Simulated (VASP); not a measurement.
# What goes wrong when the modes of BN (Qingsongite) are computed with a bad input

Aim: see how common mistakes in a phonon run show up, on BN (Qingsongite). The starting structure is a measured crystal structure from the Crystallography Open Database.

Method: Kohn-Sham DFT with plane waves and PAW; LDA, in VASP 6.6.1.

## Step 1: Set-up

Symmetry: F-43m, No. 216, cubic system. The conventional cell has a = 3.615 Å, b = 3.615 Å, c = 3.615 Å, α = 90.00°, β = 90.00°, γ = 90.00°. Nearest to N lie 4 B at 1.57 Å. Nearest to B lie 4 N at 1.57 Å. Farther neighbours and most contacts between anions are not listed.

Coordinates:

```xyz
2
Lattice="0.0000 1.8075 1.8075 1.8075 0.0000 1.8075 1.8075 1.8075 0.0000" Properties=species:S:1:pos:R:3 pbc="T T T"
N     2.7113    2.7113    2.7113
B     0.0000    0.0000    0.0000
```

## Step 2: Reference modes

The cell comes from a relaxation at this level, not shown (11.50 Å³).

File INCAR:

```
SYSTEM = BN
PREC = Accurate
ENCUT = 520
EDIFF = 1E-08
NELM = 100
ISMEAR = 0
SIGMA = 0.03
LREAL = .FALSE.
ALGO = Normal
GGA = CA
NBANDS = 10
LORBIT = 11
LWAVE = .FALSE.
LCHARG = .FALSE.
KPAR = 8
IBRION = 8
LEPSILON = .TRUE.
LPEAD = .TRUE.
ISIF = 2
```

File POSCAR:

```
BN
1.0
    0.0000000000      1.7917290351      1.7917290351
    1.7917290351      0.0000000000      1.7917290351
    1.7917290351      1.7917290351      0.0000000000
N B
1 1
Direct
    0.7500000000      0.7500000000      0.7500000000
    0.0000000000      0.0000000000      0.0000000000
```

File KPOINTS:

```
Automatic mesh
0
Gamma
14 14 14
0 0 0
```

Potentials, in the order of the species: N and B (LDA family, release 64).

Command:

```
$ mpirun -np 8 vasp_std
```

Log:

```text
[banner, memory and clock lines left out]
running    8 mpi-ranks, on    1 nodes
 distrk:  each k-point on    1 cores,    8 groups
 distr:  one band on    1 cores,    1 groups

 POSCAR found type information on POSCAR N B
 POSCAR found :  2 types and       2 ions
|                                                                             |
|           W    W    AA    RRRRR   N    N  II  N    N   GGGG   !!!           |
|           W    W   A  A   R    R  NN   N  II  NN   N  G    G  !!!           |
|           W    W  A    A  R    R  N N  N  II  N N  N  G       !!!           |
|           W WW W  AAAAAA  RRRRR   N  N N  II  N  N N  G  GGG   !            |
|           WW  WW  A    A  R   R   N   NN  II  N   NN  G    G                |
|           W    W  A    A  R    R  N    N  II  N    N   GGGG   !!!           |
|                                                                             |
|     For optimal performance we recommend to set                             |
|       NCORE = 2 up to number-of-cores-per-socket                            |
|     NCORE specifies how many cores store one orbital (NPAR=cpu/NCORE).      |
|     This setting can greatly improve the performance of VASP for DFT.       |
|     The default, NCORE=1 might be grossly inefficient on modern             |
|     multi-core architectures or massively parallel machines. Do your        |
|     Unfortunately you need to use the default for GW and RPA                |
|     calculations (for HF NCORE is supported but not extensively tested      |
|     yet).                                                                   |
|                                                                             |

 LDA part: xc-table for (Slater(with rela. corr.)+CA(PZ))
 , standard interpolation
 POSCAR, INCAR and KPOINTS ok, starting setup
 FFT: planning ... GRIDC
 FFT: planning ... GRID_SOFT
 FFT: planning ... GRID
 WAVECAR not read
 entering main loop
       N       E                     dE             d eps       ncg     rms          rms(c)
DAV:   1     0.709457797868E+01    0.70946E+01   -0.49345E+03  2104   0.783E+02
DAV:   2    -0.201931663674E+02   -0.27288E+02   -0.26258E+02  2510   0.155E+02
DAV:   3    -0.205931484496E+02   -0.39998E+00   -0.39935E+00  2404   0.165E+01
DAV:   4    -0.205936123176E+02   -0.46387E-03   -0.46386E-03  2272   0.670E-01
DAV:   5    -0.205936127645E+02   -0.44691E-06   -0.44690E-06  2370   0.206E-02    0.665E+00
DAV:   6    -0.195646856005E+02    0.10289E+01   -0.33327E+00  2108   0.113E+01    0.317E+00
DAV:   7    -0.194465274887E+02    0.11816E+00   -0.96138E-02  2308   0.264E+00    0.180E+00
DAV:   8    -0.194141096905E+02    0.32418E-01   -0.50426E-02  2334   0.161E+00    0.187E-01
DAV:   9    -0.194139541446E+02    0.15555E-03   -0.86495E-04  2250   0.276E-01    0.827E-02
DAV:  10    -0.194139385634E+02    0.15581E-04   -0.43302E-05  2346   0.668E-02    0.139E-02
DAV:  11    -0.194139390385E+02   -0.47502E-06   -0.16984E-06  2322   0.939E-03    0.612E-03
DAV:  12    -0.194139389717E+02    0.66714E-07   -0.48617E-07  2286   0.434E-03    0.224E-04
DAV:  13    -0.194139389728E+02   -0.10533E-08   -0.76828E-09  1320   0.887E-04
   1 F= -.19413939E+02 E0= -.19413939E+02  d E =-.800194E-17
 Linear response reoptimize wavefunctions to high precision
DAV:   1    -0.194139389729E+02   -0.93564E-10   -0.18906E-10  1454   0.159E-04
 Linear response to external field (no local field effect), progress :
  Direction:   1
       N       E                     dE             d eps       ncg     rms          rms(c)
RMM:   1    -0.139613133010E+00   -0.13961E+00   -0.43071E-01  1242   0.198E+00
RMM:   2    -0.140032612138E+00   -0.41948E-03   -0.30533E-04  1248   0.138E-01
RMM:   3    -0.140033248147E+00   -0.63601E-06   -0.40781E-07  1248   0.456E-03
RMM:   4    -0.140033248702E+00   -0.55473E-09   -0.14834E-09   886   0.203E-04
 change of polarisation eV/A/(eV/A) component  1 :     0.280     0.118     0.031
 dielectric tensor                  component  1 :     5.405     1.862     0.493
 Linear response to external field (no local field effect), progress :
  Direction:   2
       N       E                     dE             d eps       ncg     rms          rms(c)
RMM:   1    -0.139102597433E+00   -0.13910E+00   -0.42321E-01  1244   0.196E+00
RMM:   2    -0.139457391037E+00   -0.35479E-03   -0.29310E-04  1248   0.134E-01
RMM:   3    -0.139457989303E+00   -0.59827E-06   -0.36762E-07  1248   0.442E-03
RMM:   4    -0.139457990311E+00   -0.10079E-08   -0.15232E-09   876   0.194E-04
 change of polarisation eV/A/(eV/A) component  2 :     0.118     0.279    -0.040
 dielectric tensor                  component  2 :     1.862     5.387    -0.635
 Linear response to external field (no local field effect), progress :
  Direction:   3
       N       E                     dE             d eps       ncg     rms          rms(c)
RMM:   1    -0.749793901288E-01   -0.74979E-01   -0.20388E-01  1216   0.156E+00
RMM:   2    -0.753205666168E-01   -0.34118E-03   -0.18666E-04  1248   0.115E-01
RMM:   3    -0.753210551008E-01   -0.48848E-06   -0.24070E-07  1248   0.385E-03
RMM:   4    -0.753210562144E-01   -0.11136E-08   -0.55217E-10   871   0.180E-04
 change of polarisation eV/A/(eV/A) component  3 :     0.031    -0.040     0.151
 dielectric tensor                  component  3 :     0.494    -0.635     3.370
 Linear response to external field, progress :
  Direction:   1
       N       E                     dE             d eps       ncg     rms          rms(c)
RMM:   1    -0.117896991225E+00   -0.11790E+00   -0.35259E-01  5072   0.183E+00
RMM:   2    -0.118269449708E+00   -0.37246E-03   -0.26062E-04  5136   0.129E-01    0.576E-01
RMM:   3    -0.115993221001E+00    0.22762E-02   -0.99622E-04 12917   0.238E-01    0.337E-01
RMM:   4    -0.119698533241E+00   -0.37053E-02   -0.13990E-03 17144   0.286E-01    0.369E-02
RMM:   5    -0.120159660943E+00   -0.46113E-03   -0.14414E-05 13542   0.302E-02    0.412E-03
RMM:   6    -0.120172617543E+00   -0.12957E-04   -0.22746E-08 14346   0.163E-03    0.220E-03
RMM:   7    -0.120181649258E+00   -0.90317E-05   -0.77310E-09 14340   0.840E-04    0.983E-05
RMM:   8    -0.120181822635E+00   -0.17338E-06   -0.61491E-10  9962   0.388E-05    0.257E-05
RMM:   9    -0.120181818180E+00    0.44549E-08   -0.54368E-10  8345   0.432E-05    0.221E-06
 change of polarisation eV/A/(eV/A) component  1 :     0.227     0.040     0.024
 dielectric tensor                  component  1 :     4.566     0.622     0.375
 Linear response to external field, progress :
  Direction:   2
       N       E                     dE             d eps       ncg     rms          rms(c)
RMM:   1    -0.117897087366E+00   -0.11790E+00   -0.35259E-01  5072   0.183E+00
RMM:   2    -0.118269443462E+00   -0.37236E-03   -0.26266E-04  5136   0.129E-01    0.576E-01
RMM:   3    -0.115993257761E+00    0.22762E-02   -0.99690E-04 12916   0.238E-01    0.337E-01
RMM:   4    -0.119698687191E+00   -0.37054E-02   -0.14003E-03 17130   0.286E-01    0.369E-02
RMM:   5    -0.120159766905E+00   -0.46108E-03   -0.14431E-05 13537   0.302E-02    0.412E-03
RMM:   6    -0.120172735487E+00   -0.12969E-04   -0.23167E-08 14343   0.163E-03    0.220E-03
RMM:   7    -0.120181762161E+00   -0.90267E-05   -0.73142E-09 14340   0.840E-04    0.971E-05
RMM:   8    -0.120181929743E+00   -0.16758E-06   -0.18142E-10  9768   0.383E-05    0.280E-05
RMM:   9    -0.120181934578E+00   -0.48345E-08   -0.47542E-10  8591   0.460E-05    0.265E-06
 change of polarisation eV/A/(eV/A) component  2 :     0.025     0.227     0.028
 dielectric tensor                  component  2 :     0.401     4.566     0.440
 Linear response to external field, progress :
  Direction:   3
       N       E                     dE             d eps       ncg     rms          rms(c)
RMM:   1    -0.117896846567E+00   -0.11790E+00   -0.35259E-01  5072   0.183E+00
RMM:   2    -0.118269445763E+00   -0.37260E-03   -0.26079E-04  5136   0.129E-01    0.576E-01
RMM:   3    -0.115993241994E+00    0.22762E-02   -0.99626E-04 12917   0.238E-01    0.337E-01
RMM:   4    -0.119698653765E+00   -0.37054E-02   -0.13991E-03 17142   0.286E-01    0.369E-02
RMM:   5    -0.120159765384E+00   -0.46111E-03   -0.14415E-05 13541   0.302E-02    0.412E-03
RMM:   6    -0.120172734264E+00   -0.12969E-04   -0.22984E-08 14344   0.163E-03    0.220E-03
RMM:   7    -0.120181761967E+00   -0.90277E-05   -0.77228E-09 14341   0.839E-04    0.974E-05
RMM:   8    -0.120181929711E+00   -0.16774E-06   -0.46592E-10  9777   0.374E-05    0.277E-05
RMM:   9    -0.120181933601E+00   -0.38902E-08   -0.67154E-10  8557   0.447E-05    0.263E-06
 change of polarisation eV/A/(eV/A) component  3 :     0.022     0.041     0.227
 dielectric tensor                  component  3 :     0.345     0.651     4.566
 Linear response DOF=           2
 Linear response progress:
  Degree of freedom:   1/  2
       N       E                     dE             d eps       ncg     rms          rms(c)
RMM:   1    -0.229577044873E+00   -0.22958E+00    0.10802E-01 17340   0.331E+00
RMM:   2    -0.224052500705E+00    0.55245E-02   -0.21331E-03 13236   0.430E-01    0.231E-01
RMM:   3    -0.225021055253E+00   -0.96855E-03   -0.42579E-04 12772   0.160E-01    0.125E-01
RMM:   4    -0.227058653920E+00   -0.20376E-02   -0.39579E-04 12377   0.156E-01    0.232E-02
RMM:   5    -0.227115646751E+00   -0.56993E-04   -0.84622E-06 14212   0.227E-02    0.874E-04
RMM:   6    -0.227123522436E+00   -0.78757E-05   -0.10220E-06 14002   0.111E-03    0.403E-04
RMM:   7    -0.227121576552E+00    0.19459E-05   -0.11967E-06 14367   0.380E-04    0.462E-05
RMM:   8    -0.227121383368E+00    0.19318E-06   -0.97624E-07 14295   0.369E-05    0.197E-05
RMM:   9    -0.227121320981E+00    0.62387E-07   -0.98491E-07 14807   0.330E-05    0.938E-07
RMM:  10    -0.227121320682E+00    0.29922E-09   -0.99159E-07 10839   0.196E-05    0.430E-07
RMM:  11    -0.227121322437E+00   -0.17551E-08   -0.95332E-07  9705   0.197E-05    0.212E-08
 first order change of Fermi-energy   0.14742E-03
 force on displaced ion       1 direction 1 : -25.541  -0.000  -0.000
 Born effective charge ion    1 direction 1 :  -1.874   0.000   0.000
 Linear response progress:
  Degree of freedom:   2/  2
       N       E                     dE             d eps       ncg     rms          rms(c)
RMM:   1    -0.418395094530E-01   -0.41840E-01   -0.24914E-02 21774   0.134E+00
RMM:   2    -0.362222563981E-01    0.56173E-02    0.62842E-04 13182   0.239E-01    0.148E-01
RMM:   3    -0.362867203305E-01   -0.64464E-04    0.11704E-04 13676   0.783E-02    0.829E-02
RMM:   4    -0.365835492382E-01   -0.29683E-03   -0.31117E-05 13669   0.892E-02    0.763E-03
RMM:   5    -0.365826644684E-01    0.88477E-06    0.26742E-05 14077   0.719E-03    0.111E-03
RMM:   6    -0.365829984046E-01   -0.33394E-06    0.21720E-06 14096   0.517E-04    0.413E-04
RMM:   7    -0.365809599254E-01    0.20385E-05   -0.21170E-07 14271   0.389E-04    0.440E-05
RMM:   8    -0.365810037524E-01   -0.43827E-07    0.10930E-07 14376   0.319E-05    0.102E-05
RMM:   9    -0.365809443955E-01    0.59357E-07    0.17827E-07 14558   0.160E-05    0.858E-07
RMM:  10    -0.365809456317E-01   -0.12362E-08    0.16399E-07  9611   0.899E-06    0.344E-07
RMM:  11    -0.365809317069E-01    0.13925E-07    0.31511E-07  7884   0.900E-06    0.141E-08
 first order change of Fermi-energy  -0.46228E-05
 force on displaced ion       2 direction 1 : -25.553  -0.000  -0.000
 Born effective charge ion    2 direction 1 :   1.874   0.000   0.000
 Born effective charges drift removed
 Linear response finished
```

Run time: 50 s. Hardware: 8 MPI ranks of AMD EPYC 7R43, shared host; peak memory 2 GiB.

Lines that name or quote the potential files are left out of all logs, and their timing lines are given in words.

From OUTCAR (step 2):

```text
ion  position               nearest neighbor table
   1  0.750  0.750  0.750-   2 1.55   2 1.55   2 1.55   2 1.55
   2  0.000  0.000  0.000-   1 1.55   1 1.55   1 1.55   1 1.55

  LATTYP: Found a face centered cubic cell.
 ALAT       =     3.5834580702

 Subroutine GETGRP returns: Found 24 space group operations
 (whereof 24 operations were pure point group operations)

The static configuration has the point symmetry T_d .

 Found    104 irreducible k-points:

   k-points           NKPTS =    104   k-points in BZ     NKDIM =    104   number of bands    NBANDS=     10

   dimension x,y,z NGX =    20 NGY =   20 NGZ =   20
   dimension x,y,z NGXF=    40 NGYF=   40 NGZF=   40

   ENCUT  =  520.0 eV  38.22 Ry    6.18 a.u.   4.71  4.71  4.71*2*pi/ulx,y,z

   NELECT =       8.0000    total number of electrons

 k-points in reciprocal lattice and weights: Automatic mesh
   0.00000000  0.00000000  0.00000000       0.000
   0.07142857  0.00000000  0.00000000       0.003
   0.14285714  0.00000000  0.00000000       0.003
   0.21428571  0.00000000  0.00000000       0.003
   0.28571429  0.00000000  0.00000000       0.003
   0.35714286  0.00000000  0.00000000       0.003
   0.42857143  0.00000000  0.00000000       0.003
   0.50000000  0.00000000  0.00000000       0.001
   0.07142857  0.07142857  0.00000000       0.002
[...]
-0.28571429  0.42857143  0.21428571       0.009
  -0.28571429  0.50000000  0.21428571       0.004

 average (electrostatic) potential at core
       1 -59.8012       2 -29.2063

  Total        0.0001675      0.0001675      0.0001675      0.0000000      0.0000000      0.0000000
  in kB        0.0233287      0.0233287      0.0233287      0.0000000      0.0000000      0.0000000
  external PRESSURE =       0.0233287 kB  Pullay stress =       0.0000000 kB

  energy-cutoff  :      520.00
  volume of cell :       11.50
      direct lattice vectors                 reciprocal lattice vectors
     0.000000000  1.791729035  1.791729035    -0.279060053  0.279060053  0.279060053
     1.791729035  0.000000000  1.791729035     0.279060053 -0.279060053  0.279060053
     1.791729035  1.791729035  0.000000000     0.279060053  0.279060053 -0.279060053

 POSITION                                       TOTAL-FORCE (eV/Angst)
 -----------------------------------------------------------------------------------
      2.68759      2.68759      2.68759        -0.000000     -0.000000     -0.000000
      0.00000      0.00000      0.00000         0.000000      0.000000      0.000000
 -----------------------------------------------------------------------------------
    total drift:                                0.000000      0.000000      0.000000

 MACROSCOPIC STATIC DIELECTRIC TENSOR (including local field effects in DFT)
 ------------------------------------------------------
           4.566233    -0.000000     0.000000
          -0.000000     4.566233     0.000000
          -0.000000    -0.000000     4.566233
 ------------------------------------------------------

 PIEZOELECTRIC TENSOR (including local field effects)  for field in x, y, z        (C/m^2)
          XX          YY          ZZ          XY          YZ          ZX
  --------------------------------------------------------------------------------
  x     0.00000     0.00000    -0.00000     0.00000     1.02910     0.00000
  y     0.00000    -0.00000    -0.00000     0.00000     0.00000     1.02910
  z    -0.00000     0.00000     0.00000     1.02910     0.00000     0.00000

 BORN EFFECTIVE CHARGES (including local field effects) (in |e|, cummulative output)
 ---------------------------------------------------------------------------------
 ion    1
    1    -1.87409    -0.00000    -0.00000
    2     0.00000    -1.87409    -0.00000
    3    -0.00000     0.00000    -1.87409
 ion    2
    1     1.87409     0.00000     0.00000
    2    -0.00000     1.87409     0.00000
    3     0.00000    -0.00000     1.87409

 Eigenvectors and eigenvalues of the dynamical matrix
 ----------------------------------------------------

   1 f  =   31.992440 THz   201.014427 2PiTHz 1067.152920 cm-1   132.310040 meV
             X         Y         Z           dx          dy          dz
      2.687594  2.687594  2.687594     0.660004    0.000000   -0.000000
      0.000000  0.000000  0.000000    -0.751262   -0.000000   -0.000000

   2 f  =   31.992440 THz   201.014427 2PiTHz 1067.152920 cm-1   132.310040 meV
             X         Y         Z           dx          dy          dz
      2.687594  2.687594  2.687594    -0.000000    0.660004    0.000000
      0.000000  0.000000  0.000000     0.000000   -0.751262    0.000000

   3 f  =   31.992440 THz   201.014427 2PiTHz 1067.152920 cm-1   132.310040 meV
             X         Y         Z           dx          dy          dz
      2.687594  2.687594  2.687594     0.000000    0.000000   -0.660004
      0.000000  0.000000  0.000000     0.000000    0.000000    0.751262

   4 f/i=    0.003583 THz     0.022511 2PiTHz    0.119507 cm-1     0.014817 meV
             X         Y         Z           dx          dy          dz
      2.687594  2.687594  2.687594     0.268706   -0.540430    0.447355
      0.000000  0.000000  0.000000     0.236066   -0.474783    0.393014

   5 f/i=    0.003583 THz     0.022511 2PiTHz    0.119507 cm-1     0.014817 meV
             X         Y         Z           dx          dy          dz
      2.687594  2.687594  2.687594     0.677270    0.074852   -0.316380
      0.000000  0.000000  0.000000     0.595001    0.065760   -0.277948

   6 f/i=    0.003583 THz     0.022511 2PiTHz    0.119507 cm-1     0.014817 meV
             X         Y         Z           dx          dy          dz
      2.687594  2.687594  2.687594     0.183020    0.516456    0.513976
      0.000000  0.000000  0.000000     0.160788    0.453721    0.451542

 MACROSCOPIC STATIC DIELECTRIC TENSOR IONIC CONTRIBUTION
 ------------------------------------------------------
           2.162509    -0.000000     0.000000
          -0.000000     2.162509     0.000000
           0.000000     0.000000     2.162509
 ------------------------------------------------------

 ELASTIC MODULI CONTR FROM IONIC RELAXATION (kBar)
 Direction    XX          YY          ZZ          XY          YZ          ZX
 --------------------------------------------------------------------------------
 XX          -0.0000      0.0000      0.0000      0.0000     -0.0000      0.0000
 YY           0.0000     -0.0000      0.0000      0.0000      0.0000     -0.0000
 ZZ           0.0000      0.0000     -0.0000     -0.0000      0.0000      0.0000
 XY           0.0000      0.0000     -0.0000    -39.4321      0.0000     -0.0000
 YZ          -0.0000      0.0000      0.0000      0.0000    -39.4321      0.0000
 ZX           0.0000     -0.0000      0.0000     -0.0000      0.0000    -39.4321
 --------------------------------------------------------------------------------

 PIEZOELECTRIC TENSOR IONIC CONTR  for field in x, y, z        (C/m^2)
          XX          YY          ZZ          XY          YZ          ZX
  --------------------------------------------------------------------------------
  x    -0.00000     0.00000     0.00000     0.00000    -0.27477     0.00000
  y     0.00000    -0.00000     0.00000    -0.00000     0.00000    -0.27477
  z     0.00000     0.00000    -0.00000    -0.27477    -0.00000    -0.00000
```

Energies printed during the response cycles are not total energies of the cell.

Reference: the zone-centre mode is T2 1067.2 cm⁻¹.

(Continued in part 2 of 2.)

[Lines on the potential files, build, host, timing and source positions are cut from VASP's logs without a mark.]

[Logs are printed without paths, hosts, clocks, repeated set-up lines and the standing remarks that a program may print on its own settings, such as how far it seeks lower states.]

[Hosts, paths, dates, database ids (printed as entryN), source tags and the programs' standing remarks are cut or masked in the printed files.]
